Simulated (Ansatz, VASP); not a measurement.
Two plane-wave programs on BN

```xyz
8
Lattice="2.5586 0.0000 0.0000 -1.2793 2.2158 0.0000 0.0000 0.0000 8.4092" Properties=species:S:1:pos:R:3 pbc="T T T"
B     0.0000    0.0000    0.7852
B     0.0000    0.0000    4.9898
B     0.0000    1.4772    2.8932
B     1.2793    0.7386    7.0978
N     0.0000    0.0000    3.4204
N     0.0000    0.0000    7.6250
N     0.0000    1.4772    1.3103
N     1.2793    0.7386    5.5149
```

Alike in both runs: functional PBE; k mesh 12 × 12 × 4; no spin polarisation.

Ansatz relaxed the structure, and its values are those at the end. VASP's run is a single point on that final structure, the one shown.

```csv
,VASP,Ansatz
version,VASP 6.6.1,Ansatz 0.2.0
potentials or method,"VASP PAW PBE potentials, release 64 (B, N)","scalar-relativistic, plane waves, PAW"
plane-wave cutoff (eV),520,420
occupations,"gaussian, width 0.01 eV",fixed
valence electrons in the cell,32,32
```

VASP gave:

```
gap on the k mesh at the Fermi level (eV) : 5.49
least direct gap on the mesh (eV)         : 7.50
pressure (GPa)                            : 0.2
```

Task: Estimate Ansatz's values.

Result: gap on the k mesh at the Fermi level (eV): 5.50; least direct gap on the mesh (eV): 7.51; pressure (GPa): 0.0.

A k mesh can miss the band edges.
